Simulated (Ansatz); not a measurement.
TiC:

```
Ti C
1.0
     0.00000    2.13645    2.13645
     2.13645    0.00000    2.13645
     2.13645    2.13645    0.00000
Ti C
1 1
Direct
  0.00000 0.00000 0.00000
  0.50000 0.50000 0.50000
```

The cell is a database's computed one.

The cell isn't the ideal one: volume scaled by 0.96.

| Quantity | Value |
| --- | --- |
| Program | Ansatz 0.2.0 |
| Task | phonons |
| Functional | RPBE |
| Dispersion | D3(BJ) |
| Potentials or basis | Ansatz PAW |
| Cutoff | 600 eV |
| Density cutoff | 2400 eV |
| k mesh | 8 × 8 × 8 |
| Occupations | methfessel-paxton, width 0.1 eV |
| Spin | no spin polarisation |
| Hubbard terms | Ti d U = 3.0 eV |
| q mesh | 2 × 2 × 2 |
| Path | [["G", "X", "W", "K", "G", "L", "U", "W", "L", "K"], ["U", "X"]] |
| Points for each segment of the path | 8 |
| Hubbard projectors | all-electron-atomic |
| Double counting | amf |

**Question.** Is this structure dynamically stable at this level, and how far does the spectrum reach?

**Answer.** Yes, as far as this q mesh shows: no mode on the path is imaginary. The highest frequency is 760 cm⁻¹.

A q mesh this small can miss soft modes between its points.

Caveat: the q mesh is small, so phonon branches between its points and thermal values are rough; U without spin polarisation on a metal has little footing; the U is typed as a test and isn't derived for this compound.
